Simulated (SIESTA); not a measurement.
# Pd under changes of volume

One of the cells (15.531 Å³/atom); the others are scaled copies at fixed shape and fractional positions:

```
CELL_PARAMETERS angstrom
2.78367 0.00000 0.00000
-1.39183 2.41072 0.00000
0.00000 0.00000 4.62889
ATOMIC_POSITIONS crystal
Pd 0.33333 0.66667 0.25000
Pd 0.66667 0.33333 0.75000
```

This isn't the form of Pd at room conditions, which is fcc.

| Quantity | Value |
| --- | --- |
| Program | SIESTA 5.4.2 |
| Functional | LDA |
| Potentials or basis | PseudoDojo 0.4 standard (LDA files) |
| Basis | DZP (energy shift 0.003 Ry; two zetas on semicore shells) |
| Grid cutoff | 800 Ry |
| Energy shift | 0.003 Ry |
| k mesh | 11 × 11 × 6 |
| Occupations | fermi-dirac, width 0.05 eV |
| Spin | no spin polarisation |

```tsv
volume (Å³/atom)	energy over the lowest point (meV/atom)	pressure (GPa)
14.600	0.00	-4.8
14.910	13.28	-8.5
15.221	33.13	-11.6
15.531	58.63	-14.3
15.842	88.94	-16.6
16.153	123.33	-18.6
16.463	?	?
```

Q: What does the run at 16.463 Å³/atom give?

A: Energy over the lowest point 161.27 meV/atom; pressure -20.3 GPa.

Worked out: A Birch-Murnaghan fit of order 3 (a polynomial in V^(-2/3)) to the other rows has its minimum at 14.24 Å³/atom, just outside them, with B0 = V·E''(V) = 217 GPa and B' = 6.0 at fixed shape and positions, which overstates the stiffness. It gives 161.02 meV/atom at 16.463 Å³/atom, against the run's 161.27, and -dE/dV = -20.3 GPa, against -20.3.

Energies are extrapolated to zero smearing.

Caveats: the basis of atomic orbitals isn't converged, which shifts pressures, moduli and gaps.
